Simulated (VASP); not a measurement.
# AgCl (Chlorargyrite) (Fm-3m) in VASP: notebook

Runs on AgCl (Chlorargyrite). Level: PBEsol. Tasks: single point.

Everything below comes from runs of VASP 6.6.1. Logs are shortened: lines on timing, memory, paths and dates and some standing lists are left out, and cuts for length are marked.

### 1 The crystal as given

The structure is cubic, space group Fm-3m (No. 225). Conventional cell: a = 5.470 Å, b = 5.470 Å, c = 5.470 Å, α = 90.00°, β = 90.00°, γ = 90.00°. Ag (site symmetry m-3m) has 6 Cl at 2.73 Å as nearest neighbours. Cl (site symmetry m-3m) is surrounded by 6 Ag at 2.73 Å.

### 2 Single point, PBEsol

Input file INCAR:

```
PREC = Accurate
ENCUT = 300
EDIFF = 1E-6
ISMEAR = 0
SIGMA = 0.05
LREAL = F
LASPH = T
NELM = 100
ALGO = Normal
ISIF = 2
LWAVE = F
LCHARG = F
GGA = PS
ADDGRID = F
```

Input file KPOINTS:

```
Automatic mesh
0
Gamma
  6 6 6
```

Input file POSCAR:

```
AgCl
1.0
    0.0000000000      2.7350000000      2.7350000000
    2.7350000000      0.0000000000      2.7350000000
    2.7350000000      2.7350000000      0.0000000000
Ag Cl
1 1
Direct
    0.0000000000      0.0000000000      0.0000000000
    0.5000000000      0.5000000000      0.5000000000
```

Potentials or basis: VASP PAW PBE potentials, release 64 (Ag, Cl).

The run is started by

```console
> cat potpaw_PBE.64/Ag/POTCAR potpaw_PBE.64/Cl/POTCAR > POTCAR
> mpirun -np 1 vasp_std > vasp.out
```

OUTCAR:

```text
PREC = Accurate
   ENCUT = 300
   EDIFF = 1E-6
   ISMEAR = 0
   LREAL = F
   LASPH = T
   NELM = 100
   ISIF = 2
   GGA = PS

 Found     16 irreducible k-points:

 Following reciprocal coordinates:
            Coordinates               Weight
  0.000000  0.000000  0.000000      1.000000
  0.166667  0.000000  0.000000      8.000000
  0.333333  0.000000  0.000000      8.000000
  0.500000  0.000000  0.000000      4.000000
  0.166667  0.166667  0.000000      6.000000
  0.333333  0.166667  0.000000     24.000000
   k-points           NKPTS =     16   k-points in BZ     NKDIM =     16   number of bands    NBANDS=     13
   number of dos      NEDOS =    301   number of ions     NIONS =      2
   total plane-waves  NPLWV =  13824
   dimension x,y,z NGX =    24 NGY =   24 NGZ =   24
   dimension x,y,z NGXF=    48 NGYF=   48 NGZF=   48
   ions per type =               1   1
   NGX,Y,Z   is equivalent  to a cutoff of  10.32, 10.32, 10.32 a.u.
   NGXF,Y,Z  is equivalent  to a cutoff of  20.63, 20.63, 20.63 a.u.
 SYSTEM =  unknown system
   PREC   = accura    normal or accurate (medium, high low for compatibility)
   ISTART =      0    job   : 0-new  1-cont  2-samecut
   ICHARG =      2    charge: 1-file 2-atom 10-const
   ISPIN  =      1    spin polarized calculation?
   LNONCOLLINEAR =      F non collinear calculations
   LSORBIT =      F    spin-orbit coupling
   LASPH  =      T    aspherical Exc in radial PAW
   ENCUT  =  300.0 eV  22.05 Ry    4.70 a.u.   5.46  5.46  5.46*2*pi/ulx,y,z
   NELM   =    100;   NELMIN=  2; NELMDL= -5     # of ELM steps
   EDIFF  = 0.1E-05   stopping-criterion for ELM
   LREAL  =      F    real-space projection
   EDIFFG = 0.1E-04   stopping-criterion for IOM
   NSW    =      0    number of steps for IOM
   IBRION =     -1    ionic relax: 0-MD 1-quasi-New 2-CG
   NFREE  =      0    steps in history (QN), initial steepest desc. (CG)
   ISIF   =      2    stress and relaxation
   ISYM   =      2    0-nonsym 1-usesym 2-fastsym
   POTIM  = 0.5000    time-step for ionic-motion
   TEBEG  =    0.0;   TEEND  =   0.0 temperature during run
   PSTRESS=    0.0 pullay stress
   NELECT =      18.0000    total number of electrons
   NUPDOWN=      -1.0000    fix difference up-down
   EMIN   =  10.00;   EMAX   =-10.00  energy-range for DOS
   EFERMI =   0.00;   METHOD = LEGACY
   ISMEAR =     0;   SIGMA  =   0.05  broadening in eV -4-tet -1-fermi 0-gaus
   EFERMI_NEDOS =   21; number of points for ismear=-14 and -15
   IALGO  =     38    algorithm
   IMIX   =      4    mixing-type and parameters
     AMIX     =   0.40;   BMIX     =  1.00
     AMIX_MAG =   1.60;   BMIX_MAG =  1.00
  volume/ion in A,a.u.               =      20.46       138.06
  Fermi-wavevector in a.u.,A,eV,Ry     =   1.245083  2.352866 21.092186  1.550232
  Thomas-Fermi vector in A             =   2.379321
   LORBIT       =      0    0 simple, 1 ext, 2 COOP (PROOUT), +10 PAW based schemes
   GGA     = PS    functional components
   LHFCALC =     F    Hartree Fock is set to
   AEXX    =    0.0000 exact exchange contribution
   IVDW    =     0    specifies the selected vdW correction
   LEPSILON=     F    determine dielectric tensor
   LRPA    =     F    only Hartree local field effects (RPA)
 non-spin polarized calculation
 Gauss-broadening in eV      SIGMA  =   0.05
  energy-cutoff  :      300.00
  volume of cell :       40.92
 maximum number of plane-waves:       531
 NGX is ok and might be reduce to    24
   NGX = 11   NGY = 11   NGZ = 11

 number of electron      17.9999996 magnetization

 Free energy of the ion-electron system (eV)
  ---------------------------------------------------
  ext. energy  EPLUGINS =         0.00000000
  ---------------------------------------------------
  free energy    TOTEN  =        -6.06350627 eV

  energy without entropy =       -6.06350627  energy(sigma->0) =       -6.06350627

 E-fermi :   4.5085     XC(G=0): -10.4350

 val. band max:        4.2622540329   @ k =   0.5000   0.0000   0.0000
 cond. band min:       4.9708509624   @ k =   0.0000   0.0000   0.0000
 fundamental gap:      0.7085969295
 Fermi energy:         4.5084625227

 k-point     1 :       0.0000    0.0000    0.0000
  band No.  band energies     occupation
      1     -11.1785      2.00000
      2       1.6104      2.00000
      3       1.6104      2.00000
      4       1.6104      2.00000
      5       1.6521      2.00000
      6       1.6521      2.00000
      7       1.7468      2.00000
      8       1.7468      2.00000
      9       1.7468      2.00000
     10       4.9709      0.00000
     11      14.9944      0.00000
     12      14.9944      0.00000
     13      14.9944      0.00000

 k-point     2 :       0.1667    0.0000    0.0000
  band No.  band energies     occupation
      1     -11.0598      2.00000
      2       0.4645      2.00000
      3       0.6914      2.00000
      4       0.6914      2.00000
      5       1.7134      2.00000
      6       1.7134      2.00000
      7       1.9741      2.00000
      8       2.8462      2.00000
      9       2.8462      2.00000
     10       6.1746      0.00000
     11      12.9667      0.00000
     12      14.2787      0.00000
     13      14.2787      0.00000

 k-point     3 :       0.3333    0.0000    0.0000
  band No.  band energies     occupation
      1     -10.8047      2.00000
      2      -0.8825      2.00000
      3       0.0185      2.00000
      4       0.0185      2.00000
      5       1.9206      2.00000
      6       1.9206      2.00000
      7       2.2157      2.00000
      8       3.8383      2.00000
      9       3.8383      2.00000
     10       7.7901      0.00000
     11      11.1995      0.00000
     12      12.4743      0.00000
     13      12.4744      0.00000

 k-point     4 :       0.5000    0.0000    0.0000
  band No.  band energies     occupation
      1     -10.6667      2.00000
      2      -1.4221      2.00000
      3      -0.2168      2.00000
      4      -0.2168      2.00000
      5       2.0296      2.00000
      6       2.0296      2.00000
      7       2.3647      2.00000
      8       4.2623      2.00000
      9       4.2623      2.00000
     10       8.1714      0.00000
     11      10.9184      0.00000
     12      11.7084      0.00000
     13      11.7084      0.00000

 k-point     5 :       0.1667    0.1667    0.0000
  band No.  band energies     occupation
      1     -11.0280      2.00000
      2      -0.0505      2.00000
      3       1.1044      2.00000
      4       1.1044      2.00000
      5       1.5142      2.00000
      6       1.7060      2.00000
      7       2.2557      2.00000
      8       2.2557      2.00000
      9       2.6889      2.00000
     10       6.6765      0.00000
     11      13.0079      0.00000
     12      13.4615      0.00000
     13      14.3562      0.00000

 k-point     6 :       0.3333    0.1667    0.0000
  band No.  band energies     occupation
      1     -10.8350      2.00000
      2      -0.6726      2.00000
      3       0.3189      2.00000
      4       0.4702      2.00000
      5       1.6552      2.00000
      6       1.9502      2.00000
      7       2.2470      2.00000
      8       2.8686      2.00000
      9       3.4184      2.00000
     10       7.9646      0.00000
     11      11.0190      0.00000
     12      12.4241      0.00000
     13      13.6341      0.00000

 [... further k-points ...]
[... 5 lines left out ...]
  --------------------------------------------------------------------------------------
  -------------------------------------------------------------------------------------
  Total       -0.2856435     -0.2856435     -0.2856435     -0.0000000      0.0000000     -0.0000000
  in kB      -11.1849218    -11.1849218    -11.1849218     -0.0000000      0.0000000     -0.0000000
  external PRESSURE =     -11.1849218 kB  Pullay stress =       0.0000000 kB

 VOLUME and BASIS-vectors are now :
 -----------------------------------------------------------------------------
  energy-cutoff  :      300.00
  volume of cell :       40.92
      direct lattice vectors                 reciprocal lattice vectors
     0.000000000  2.735000000  2.735000000    -0.182815356  0.182815356  0.182815356
     2.735000000  0.000000000  2.735000000     0.182815356 -0.182815356  0.182815356
     2.735000000  2.735000000  0.000000000     0.182815356  0.182815356 -0.182815356

 POSITION                                       TOTAL-FORCE (eV/Angst)
 -----------------------------------------------------------------------------------
      0.00000      0.00000      0.00000         0.000000      0.000000      0.000000
      2.73500      2.73500      2.73500         0.000000     -0.000000      0.000000
 -----------------------------------------------------------------------------------
    total drift:                                0.000000     -0.000000     -0.000000

  FREE ENERGIE OF THE ION-ELECTRON SYSTEM (eV)
  ---------------------------------------------------
  free  energy   TOTEN  =        -6.0635062710 eV

  energy  without entropy=       -6.0635062710  energy(sigma->0) =       -6.06350627
```

It took 2.4 s on 1 thread of Intel Xeon 6975P-C (Granite Rapids), shared host; peak memory 0.13 GiB.

The run converged, but some of its settings lie outside the range that counts as converged, so its numbers aren't taken as properties of the crystal.

Results:

| Quantity | Value |
| --- | --- |
| Free energy | -6.0635 eV |
| Pressure | -1.1 GPa |
| Band gap on the k mesh | 0.71 eV, indirect (least direct gap 3.22 eV) |

Caveat: the cutoff is under 1.25 times the usual one of these potentials, so pressure, stress and relaxed cells hold a basis-set (Pulay) error; the PAW data sets were made with another functional, which shifts forces and pressure a little.

### 3 Single point, PBEsol

Changes to INCAR since step 2:

```diff
@@ -1,3 +1,3 @@
 PREC = Accurate
-ENCUT = 300
+ENCUT = 500
 EDIFF = 1E-6
```

Input file KPOINTS:

```
Automatic mesh
0
Gamma
  5 5 5
```

POSCAR is that of step 2.

Potentials or basis: VASP PAW PBE potentials, release 64 (Ag, Cl).

The run is started by

```console
> cat potpaw_PBE.64/Ag/POTCAR potpaw_PBE.64/Cl/POTCAR > POTCAR
> mpirun -np 1 vasp_std > vasp.out
```

OUTCAR:

```text
PREC = Accurate
   ENCUT = 500
   EDIFF = 1E-6
   ISMEAR = 0
   LREAL = F
   LASPH = T
   NELM = 100
   ISIF = 2
   GGA = PS

 Found     10 irreducible k-points:

 Following reciprocal coordinates:
            Coordinates               Weight
  0.000000  0.000000  0.000000      1.000000
  0.200000  0.000000  0.000000      8.000000
  0.400000  0.000000  0.000000      8.000000
  0.200000  0.200000  0.000000      6.000000
  0.400000  0.200000  0.000000     24.000000
 -0.400000  0.200000  0.000000     24.000000
   k-points           NKPTS =     10   k-points in BZ     NKDIM =     10   number of bands    NBANDS=     13
   number of dos      NEDOS =    301   number of ions     NIONS =      2
   total plane-waves  NPLWV =  21952
   dimension x,y,z NGX =    28 NGY =   28 NGZ =   28
   dimension x,y,z NGXF=    56 NGYF=   56 NGZF=   56
   ions per type =               1   1
   NGX,Y,Z   is equivalent  to a cutoff of  12.03, 12.03, 12.03 a.u.
   NGXF,Y,Z  is equivalent  to a cutoff of  24.07, 24.07, 24.07 a.u.
 SYSTEM =  unknown system
   PREC   = accura    normal or accurate (medium, high low for compatibility)
   ISTART =      0    job   : 0-new  1-cont  2-samecut
   ICHARG =      2    charge: 1-file 2-atom 10-const
   ISPIN  =      1    spin polarized calculation?
   LNONCOLLINEAR =      F non collinear calculations
   LSORBIT =      F    spin-orbit coupling
   LASPH  =      T    aspherical Exc in radial PAW
   ENCUT  =  500.0 eV  36.75 Ry    6.06 a.u.   7.05  7.05  7.05*2*pi/ulx,y,z
   NELM   =    100;   NELMIN=  2; NELMDL= -5     # of ELM steps
   EDIFF  = 0.1E-05   stopping-criterion for ELM
   LREAL  =      F    real-space projection
   EDIFFG = 0.1E-04   stopping-criterion for IOM
   NSW    =      0    number of steps for IOM
   IBRION =     -1    ionic relax: 0-MD 1-quasi-New 2-CG
   NFREE  =      0    steps in history (QN), initial steepest desc. (CG)
   ISIF   =      2    stress and relaxation
   ISYM   =      2    0-nonsym 1-usesym 2-fastsym
   POTIM  = 0.5000    time-step for ionic-motion
   TEBEG  =    0.0;   TEEND  =   0.0 temperature during run
   PSTRESS=    0.0 pullay stress
   NELECT =      18.0000    total number of electrons
   NUPDOWN=      -1.0000    fix difference up-down
   EMIN   =  10.00;   EMAX   =-10.00  energy-range for DOS
   EFERMI =   0.00;   METHOD = LEGACY
   ISMEAR =     0;   SIGMA  =   0.05  broadening in eV -4-tet -1-fermi 0-gaus
   EFERMI_NEDOS =   21; number of points for ismear=-14 and -15
   IALGO  =     38    algorithm
   IMIX   =      4    mixing-type and parameters
     AMIX     =   0.40;   BMIX     =  1.00
     AMIX_MAG =   1.60;   BMIX_MAG =  1.00
  volume/ion in A,a.u.               =      20.46       138.06
  Fermi-wavevector in a.u.,A,eV,Ry     =   1.245083  2.352866 21.092186  1.550232
  Thomas-Fermi vector in A             =   2.379321
   LORBIT       =      0    0 simple, 1 ext, 2 COOP (PROOUT), +10 PAW based schemes
   GGA     = PS    functional components
   LHFCALC =     F    Hartree Fock is set to
   AEXX    =    0.0000 exact exchange contribution
   IVDW    =     0    specifies the selected vdW correction
   LEPSILON=     F    determine dielectric tensor
   LRPA    =     F    only Hartree local field effects (RPA)
 non-spin polarized calculation
 Gauss-broadening in eV      SIGMA  =   0.05
  energy-cutoff  :      500.00
  volume of cell :       40.92
 maximum number of plane-waves:      1047
   NGX = 15   NGY = 15   NGZ = 15

 number of electron      18.0000000 magnetization

 Free energy of the ion-electron system (eV)
  ---------------------------------------------------
  ext. energy  EPLUGINS =         0.00000000
  ---------------------------------------------------
  free energy    TOTEN  =        -6.05690565 eV

  energy without entropy =       -6.05690565  energy(sigma->0) =       -6.05690565

 E-fermi :   4.3882     XC(G=0): -10.4334

 val. band max:        4.0945654567   @ k =   0.4000   0.0000   0.0000
 cond. band min:       4.9761087891   @ k =   0.0000   0.0000   0.0000
 fundamental gap:      0.8815433324
 Fermi energy:         4.3882439761

 k-point     1 :       0.0000    0.0000    0.0000
  band No.  band energies     occupation
      1     -11.1743      2.00000
      2       1.5998      2.00000
      3       1.5998      2.00000
      4       1.5998      2.00000
      5       1.6422      2.00000
      6       1.6422      2.00000
      7       1.7490      2.00000
      8       1.7490      2.00000
      9       1.7490      2.00000
     10       4.9761      0.00000
     11      14.9836      0.00000
     12      14.9836      0.00000
     13      14.9836      0.00000
[... 65 lines left out ...]
 k-point     6 :      -0.4000    0.2000    0.0000
  band No.  band energies     occupation
      1     -10.6418      2.00000
      2      -1.0491      2.00000
      3      -0.1444      2.00000
      4      -0.1350      2.00000
      5       1.9605      2.00000
      6       2.0090      2.00000
      7       2.2991      2.00000
      8       3.1598      2.00000
      9       3.9609      2.00000
     10       9.1910      0.00000
     11       9.6952      0.00000
     12      12.1651      0.00000
     13      12.5080      0.00000

 [... further k-points ...]
[... 5 lines left out ...]
  --------------------------------------------------------------------------------------
  -------------------------------------------------------------------------------------
  Total       -0.1852402     -0.1852402     -0.1852402     -0.0000000     -0.0000000      0.0000000
  in kB       -7.2534367     -7.2534367     -7.2534367     -0.0000000     -0.0000000      0.0000000
  external PRESSURE =      -7.2534367 kB  Pullay stress =       0.0000000 kB

 VOLUME and BASIS-vectors are now :
 -----------------------------------------------------------------------------
  energy-cutoff  :      500.00
  volume of cell :       40.92
      direct lattice vectors                 reciprocal lattice vectors
     0.000000000  2.735000000  2.735000000    -0.182815356  0.182815356  0.182815356
     2.735000000  0.000000000  2.735000000     0.182815356 -0.182815356  0.182815356
     2.735000000  2.735000000  0.000000000     0.182815356  0.182815356 -0.182815356

 POSITION                                       TOTAL-FORCE (eV/Angst)
 -----------------------------------------------------------------------------------
      0.00000      0.00000      0.00000         0.000000      0.000000      0.000000
      2.73500      2.73500      2.73500         0.000000      0.000000     -0.000000
 -----------------------------------------------------------------------------------
    total drift:                                0.000000      0.000000      0.000000

  FREE ENERGIE OF THE ION-ELECTRON SYSTEM (eV)
  ---------------------------------------------------
  free  energy   TOTEN  =        -6.0569056545 eV

  energy  without entropy=       -6.0569056545  energy(sigma->0) =       -6.05690565
```

OSZICAR:

```text
N       E                     dE             d eps       ncg     rms          rms(c)
DAV:   1     0.104006380238E+03    0.10401E+03   -0.87851E+03   268   0.123E+03
DAV:   2    -0.211104403144E+01   -0.10612E+03   -0.99227E+02   320   0.260E+02
DAV:   3    -0.618482635453E+01   -0.40738E+01   -0.40638E+01   315   0.544E+01
DAV:   4    -0.621730704166E+01   -0.32481E-01   -0.32478E-01   295   0.553E+00
DAV:   5    -0.621778174505E+01   -0.47470E-03   -0.47470E-03   300   0.647E-01    0.718E+00
DAV:   6    -0.606093536391E+01    0.15685E+00   -0.37579E-01   288   0.866E+00    0.467E+00
DAV:   7    -0.605829025935E+01    0.26451E-02   -0.73665E-02   260   0.216E+00    0.203E+00
DAV:   8    -0.605691995492E+01    0.13703E-02   -0.42757E-03   270   0.816E-01    0.329E-01
DAV:   9    -0.605687819836E+01    0.41757E-04   -0.53712E-04   285   0.338E-01    0.473E-02
DAV:  10    -0.605690095823E+01   -0.22760E-04   -0.41991E-05   295   0.650E-02    0.158E-02
DAV:  11    -0.605690570795E+01   -0.47497E-05   -0.37143E-06   265   0.197E-02    0.202E-03
DAV:  12    -0.605690565452E+01    0.53428E-07   -0.17613E-07   130   0.605E-03
   1 F= -.60569057E+01 E0= -.60569057E+01  d E =-.376587E-17
```

stdout:

```text
POSCAR found type information on POSCAR AgCl
 POSCAR found :  2 types and       2 ions
 scaLAPACK will be used
 -----------------------------------------------------------------------------
|                                                                             |
|                                                                             |
|     You enforced a specific xc type in the INCAR file but a different       |
|     I HOPE YOU KNOW WHAT YOU ARE DOING!                                     |
|                                                                             |
 -----------------------------------------------------------------------------

 LDA part: xc-table for (Slater+PW92), standard interpolation
 POSCAR, INCAR and KPOINTS ok, starting setup
 FFT: planning ... GRIDC
 FFT: planning ... GRID_SOFT
 FFT: planning ... GRID
 WAVECAR not read
 entering main loop
```

It took 3.1 s on 1 thread of Intel Xeon 6975P-C (Granite Rapids), shared host; peak memory 0.15 GiB.

These settings aren't checked as converged: the numbers below hold their error.

Results:

```
Free energy            : -6.0569 eV
Pressure               : -0.7 GPa
Band gap on the k mesh : 0.88 eV, indirect (least direct gap 3.23 eV)
```

Caveat: the PAW data sets were made with another functional, which shifts forces and pressure a little; an odd mesh through Γ misses points on the zone boundary, where band edges often lie.

[end of part 1 of 2]
